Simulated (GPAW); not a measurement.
Bi:

```
CELL_PARAMETERS angstrom
-1.98143 1.98143 1.98143
1.98143 -1.98143 1.98143
1.98143 1.98143 -1.98143
ATOMIC_POSITIONS crystal
Bi 0.00000 0.00000 0.00000
```

This isn't the form of Bi at room conditions, which is rhombohedral.

Base run:

| Property | Result |
| --- | --- |
| Program | GPAW 26.7.0 |
| Functional | SCAN |
| Potentials or basis | GPAW PAW data sets (gpaw-data 1.2.1) |
| Cutoff | 600 eV |
| Basis | pw |
| k mesh | 9 × 9 × 9 |
| Occupations | fermi-dirac, width 0.05 eV |
| Spin | no spin polarisation |

Its results: band gap on the k mesh none (metal or under the smearing width); pressure -1.4 GPa.

Problem. The run is repeated on the same cell with these changes: functional from SCAN to r2SCAN. What comes out?

Solution. Band gap on the k mesh none (metal or under the smearing width); pressure 0.1 GPa.

Caveats: the PAW data sets were made with another functional, which shifts forces and pressure a little; spin-orbit coupling is left out, which moves the levels of the heavy elements.
